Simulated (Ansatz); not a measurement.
**SnSe: computed properties**

Level of theory: Ansatz 0.2.0, DFT PBE+D3(BJ), scalar-relativistic, plane waves, PAW.

Plane waves to 420 eV, a k mesh through Γ of 10×10×8 on the computed 4-atom cell and Gaussian smearing (0.01 eV); no spin polarisation.

The structure is relaxed at this level of theory with its symmetry kept. This form isn't the usual stable structure of the compound, though it has been observed.

```cif
data_structure
_symmetry_space_group_name_H-M 'Cmcm'
_symmetry_Int_Tables_number 63
_cell_length_a 4.2306
_cell_length_b 11.5764
_cell_length_c 4.2244
_cell_angle_alpha 90.000
_cell_angle_beta 90.000
_cell_angle_gamma 90.000
_cell_volume 206.89
loop_
_atom_site_label
_atom_site_type_symbol
_atom_site_symmetry_multiplicity
_atom_site_Wyckoff_symbol
_atom_site_fract_x
_atom_site_fract_y
_atom_site_fract_z
_atom_site_occupancy
Sn1 Sn 4 c 0.00000 0.12260 0.75000 1
Se1 Se 4 c 0.00000 0.35860 0.75000 1
```

Kohn–Sham band gap?

0.11 eV.

Löwdin character of the top 1 eV of the valence band?

Se 4p 62 %, Sn 5s 20 %, Sn 5p 15 %.

Löwdin character of the lowest 1 eV of the conduction band?

Sn 5p 70 %, Se 4p 13 %, Se 4s 7 %.

Bulk modulus?

38 GPa.

Its pressure derivative?

7.5.

Bader charges (e)?

Sn (2 in the cell) 0.84, Se (2 in the cell) -0.84.